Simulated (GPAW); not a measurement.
## GaN (F-43m): one start, several treatments of the self-energy

Aim: compare treatments of exchange, screening and correlation for the gap of GaN (F-43m).

Method: PBE and many-body steps on it, plane waves, in GPAW 26.7.0.

**What was measured.**

- Gap 3.23 eV: absorption onset (direct gap at Gamma) of unexcited film, from imaginary part of dielectric function; spectroscopic ellipsometry (steady-state reference of time-resolved measurement); 300 K; film on 3C-SiC/Si(001) (“Femtosecond pump-probe absorption edge spectroscopy of cubic GaN”, 2022, arxiv:2206.02223).

Most raw output is cut from this account.

### Step 1. Set-up

It takes space group F-43m (No. 216, cubic). Conventional cell: a = 4.507 Å, b = 4.507 Å, c = 4.507 Å, α = 90.00°, β = 90.00°, γ = 90.00°. Nearest to Ga lie 4 N at 1.95 Å. Nearest to N lie 4 Ga at 1.95 Å. Farther neighbours and most contacts between anions are not listed.

Structure file:

```
Ga N
1.0
     0.00000    2.25350    2.25350
     2.25350    0.00000    2.25350
     2.25350    2.25350    0.00000
Ga N
1 1
Direct
  0.00000 0.00000 0.00000
  0.75000 0.75000 0.75000
```

The cell and positions are those that the Materials Project relaxed with its own functionals (PBE, PBE+U or r2SCAN), kept fixed. This is not the form that GaN usually takes at ambient conditions.

### Step 2. Empty states on the mesh, 6×6×6 mesh, 350 bands

This step: GPAW 26.7.0; DFT, PBE, plane waves, PAW.

The sums over transitions need many empty states on a uniform mesh; this step solves for them.

The input, run.py:

```python
import json
import numpy as np
from gpaw.mpi import world
from gpaw import GPAW

calc = GPAW('gs.gpw').fixed_density(kpts={'size': (6, 6, 6), 'gamma': True},
    parallel={'domain': 1, 'band': 1},
    txt='nscf.txt')
calc.diagonalize_full_hamiltonian(nbands=350)
calc.write('full.gpw', mode='all')
res = {}
kpts = calc.get_ibz_k_points()
res['kpts'] = kpts
res['eigenvalues'] = [calc.get_eigenvalues(kpt=k) for k in range(len(kpts))]
res['n_electrons'] = calc.get_number_of_electrons()

if world.rank == 0:
    with open('result.json', 'w') as f:
        json.dump(res, f, default=lambda x: x.tolist())
```

Started as:

```console
mpirun -n 4 gpaw python run.py
```

The job ended after 6.1 s (4 MPI ranks of Arm Neoverse V1, shared host; peak memory 0.83 GiB; 24 s of CPU time).

This step gave:

```
gap                                                           : 1.804 eV
k of the valence top                                          : 0, 0, 0
k of the conduction bottom                                    : 0, 0, 0
least direct gap                                              : 1.804 eV
k points computed                                             : 16
lowest point of the top converged band, above the valence top : 338.2074 eV
```

On this mesh the gap is 1.804 eV.

### Step 3. G0W0, Godby-Needs plasmon pole

Now the one-shot GW correction: screening in the RPA, then the self-energy of the levels asked for.

This step: G0W0 on PBE, plane waves, PAW.

The input, run.py:

```python
import json
import numpy as np
from gpaw.mpi import world
from gpaw.response.g0w0 import G0W0

gw = G0W0('full.gpw',
    filename='gw',
    kpts=[0],
    bands=(2, 6),
    ecut=210,
    nbands=158,
    integrate_gamma='WS',
    ppa=True)
gw.calculate()
res = {mode: {k: v for k, v in r.items() if k != 'sigma_eskwn'}
       for mode, r in gw.all_results.items()}

if world.rank == 0:
    with open('result.json', 'w') as f:
        json.dump(res, f, default=lambda x: x.tolist())
```

Started as:

```console
mpirun -n 4 gpaw python run.py
```

Run time: 82 s. Hardware: 4 MPI ranks; peak memory 1 GiB.

This step gave:

```
G0W0 gap on the points computed              : 3.279 eV
least direct G0W0 gap on the computed points : 3.279 eV
Z at the valence top                         : 0.7793
Z at the conduction bottom                   : 0.8121
starting gap on the mesh                     : 1.804 eV
k of the valence top                         : 0, 0, 0
k of the conduction bottom                   : 0, 0, 0
```

The gap on the mesh goes from 1.80 eV to 3.28 eV, a correction of +1.47 eV.

### Step 4. One-shot HSE06

This step: one-shot HSE06 levels on PBE orbitals, plane waves, PAW.

The input, run.py:

```python
import json
import numpy as np
from gpaw.mpi import world
from gpaw.hybrids.eigenvalues import non_self_consistent_eigenvalues

dft, vxc, vxc_hyb = non_self_consistent_eigenvalues('full.gpw', 'HSE06', 2, 6, kpt_indices=[0])
res = {'dft': dft[0], 'hybrid': (dft - vxc + vxc_hyb)[0]}
if world.rank == 0:
    with open('hybrid.txt', 'w') as f:
        for k, e0, e1 in zip([0], res['dft'], res['hybrid']):
            print(k, ' '.join(f'{x:9.4f}' for x in e0), '|', ' '.join(f'{x:9.4f}' for x in e1), file=f)

if world.rank == 0:
    with open('result.json', 'w') as f:
        json.dump(res, f, default=lambda x: x.tolist())
```

Started as:

```console
mpirun -n 4 gpaw python run.py
```

The job ended after 3.2 s (4 MPI ranks; peak memory 0.48 GiB; 12 s of CPU time).

Numbers from this step:

```yaml
starting_gap_on_the_mesh: 1.804 eV
hybrid_gap_on_the_mesh: 2.977 eV
least_direct_hybrid_gap_on_the_computed_points: 2.977 eV
```

### Step 5. G0W0, extrapolated in the cutoff

This step: G0W0 on PBE, plane waves, PAW.

The input, run.py:

```python
import json
import numpy as np
from gpaw.mpi import world
from gpaw.response.g0w0 import G0W0

gw = G0W0('full.gpw',
    filename='gw',
    kpts=[0],
    bands=(2, 6),
    ecut=350.0,
    integrate_gamma='WS',
    ppa=True,
    ecut_extrapolation=True)
gw.calculate()
res = {mode: {k: v for k, v in r.items() if k != 'sigma_eskwn'}
       for mode, r in gw.all_results.items()}

if world.rank == 0:
    with open('result.json', 'w') as f:
        json.dump(res, f, default=lambda x: x.tolist())
```

Started as:

```console
mpirun -n 4 gpaw python run.py
```

Wall time 10 min (4 MPI ranks); peak memory 1.3 GiB.

Numbers from this step:

```yaml
quasiparticle_gap_on_the_points_computed: 3.331 eV
least_direct_quasiparticle_gap_on_the_computed_points: 3.331 eV
z_at_the_valence_top: 0.7769
z_at_the_conduction_bottom: 0.8110
starting_gap_on_the_mesh: 1.804 eV
k_of_the_valence_top: 0, 0, 0
k_of_the_conduction_bottom: 0, 0, 0
gaps_at_the_cutoffs_of_the_extrapolation: 3.302, 3.305, 3.308 eV
```

Against G0W0 in GPAW (6×6×6 mesh, 158 bands, screening to 210 eV, Godby-Needs plasmon pole), the gap moves by +0.053 eV.

### Step 6. One-shot PBE0

This step: one-shot PBE0 levels on PBE orbitals, plane waves, PAW.

The input, run.py:

```python
import json
import numpy as np
from gpaw.mpi import world
from gpaw.hybrids.eigenvalues import non_self_consistent_eigenvalues

dft, vxc, vxc_hyb = non_self_consistent_eigenvalues('full.gpw', 'PBE0', 2, 6, kpt_indices=[0])
res = {'dft': dft[0], 'hybrid': (dft - vxc + vxc_hyb)[0]}
if world.rank == 0:
    with open('hybrid.txt', 'w') as f:
        for k, e0, e1 in zip([0], res['dft'], res['hybrid']):
            print(k, ' '.join(f'{x:9.4f}' for x in e0), '|', ' '.join(f'{x:9.4f}' for x in e1), file=f)

if world.rank == 0:
    with open('result.json', 'w') as f:
        json.dump(res, f, default=lambda x: x.tolist())
```

Started as:

```console
mpirun -n 4 gpaw python run.py
```

The job ended after 4 s (4 MPI ranks; peak memory 0.44 GiB; 15 s of CPU time).

This step gave:

| Item | Value |
| --- | --- |
| starting gap on the mesh | 1.804 eV |
| hybrid gap on the mesh | 3.624 eV |
| least direct hybrid gap on the computed points | 3.624 eV |

### Step 7. G0W0, full frequency, Hilbert transform

This step: G0W0 on PBE, plane waves, PAW.

The input, run.py:

```python
import json
import numpy as np
from gpaw.mpi import world
from gpaw.response.g0w0 import G0W0

gw = G0W0('full.gpw',
    filename='gw',
    kpts=[0],
    bands=(2, 6),
    ecut=210,
    nbands=158,
    integrate_gamma='WS',
    frequencies={'type': 'nonlinear', 'domega0': 0.1, 'omega2': 15.0},
    eta=0.1,
    nblocksmax=True)
gw.calculate()
res = {mode: {k: v for k, v in r.items() if k != 'sigma_eskwn'}
       for mode, r in gw.all_results.items()}

if world.rank == 0:
    with open('result.json', 'w') as f:
        json.dump(res, f, default=lambda x: x.tolist())
```

Started as:

```console
mpirun -n 4 gpaw python run.py
```

It took 2.5 min on 4 MPI ranks; peak memory 1.6 GiB.

Numbers from this step:

* G0W0 gap on the points computed: 3.342 eV
* least direct G0W0 gap on the computed points: 3.342 eV
* starting gap on the mesh: 1.804 eV
* k of the valence top: 0, 0, 0
* k of the conduction bottom: 0, 0, 0

Against G0W0 in GPAW (6×6×6 mesh, 158 bands, screening to 210 eV, Godby-Needs plasmon pole), the gap moves by +0.063 eV.

### Step 8. Side by side

Times are wall times on 4 MPI ranks of Arm Neoverse V1, shared host, good to a factor of about two.

```tsv
run	mesh	bands	screening cutoff (eV)	DFT gap (eV)	gap on the mesh (eV)	direct (eV)	time
G0W0, Godby-Needs plasmon pole	6×6×6	158	210	1.804	3.279	3.279	82 s
one-shot HSE06	6×6×6	-	-	1.804	2.977	2.977	3.2 s
G0W0, extrapolated in the cutoff	6×6×6	-	350	1.804	3.331	3.331	10 min
one-shot PBE0	6×6×6	-	-	1.804	3.624	3.624	4 s
G0W0, full frequency, Hilbert transform	6×6×6	158	210	1.804	3.342	3.342	2.5 min
```

### Step 9. Summary of results

* G0W0, Godby-Needs plasmon pole: 3.279 eV
* one-shot HSE06: 2.977 eV
* G0W0, extrapolated in the cutoff: 3.331 eV
* one-shot PBE0: 3.624 eV
* G0W0, full frequency, Hilbert transform: 3.342 eV
* known limits: not at the basis limit; no spin-orbit coupling

One-shot HSE06: −0.301 eV against G0W0, Godby-Needs plasmon pole. G0W0, extrapolated in the cutoff: +0.053 eV against G0W0, Godby-Needs plasmon pole, at other bands or cutoff, so not like for like. One-shot PBE0: +0.345 eV against G0W0, Godby-Needs plasmon pole. G0W0, full frequency, Hilbert transform: +0.063 eV against G0W0, Godby-Needs plasmon pole. One-shot hybrid levels are evaluated on the PBE orbitals. Against experiment, by G0W0, Godby-Needs plasmon pole: the direct gap of 3.28 eV lies +0.05 eV from the measured 3.23 eV (exciton, 300 K, on 3C-SiC/Si(001), 2022). An exciton line or allowed optical edge lies below the quasiparticle gap by the binding energy; a forbidden edge can push the onset above it. These are gaps on the mesh, at modest bands and cutoff. The calculation has static nuclei and no excitons; a measured gap holds zero-point and thermal motion, which mostly lowers it. Bands and cutoff are finite, so the gap is not at the basis limit. The miss can reach some tenths of an eV and take either sign; the mesh is an error of its own. These stock PAW sets were not made for GW; the filled d or f shell of Ga lies in the frozen core, which bears on start and correction. In the G0W0 runs levels were corrected at 1 k point alone, so a gap called «on the mesh» is the least over those, and an edge elsewhere would be missed. The many-body steps are scalar-relativistic: spin-orbit coupling is not in them.

[Paths, hosts, dates, memory and timing lines, banners, echoed tables and standing remarks are left out of the program output.]

[Logs are printed without paths, hosts, clocks, repeated set-up lines and the standing remarks that a program may print on its own settings, such as how far it seeks lower states.]

[Runs of the session that timed out or met a known fault of the program may be left out.]

[Hosts, paths, dates, database ids (printed as entryN), source tags and the programs' standing remarks are cut or masked in the printed files.]
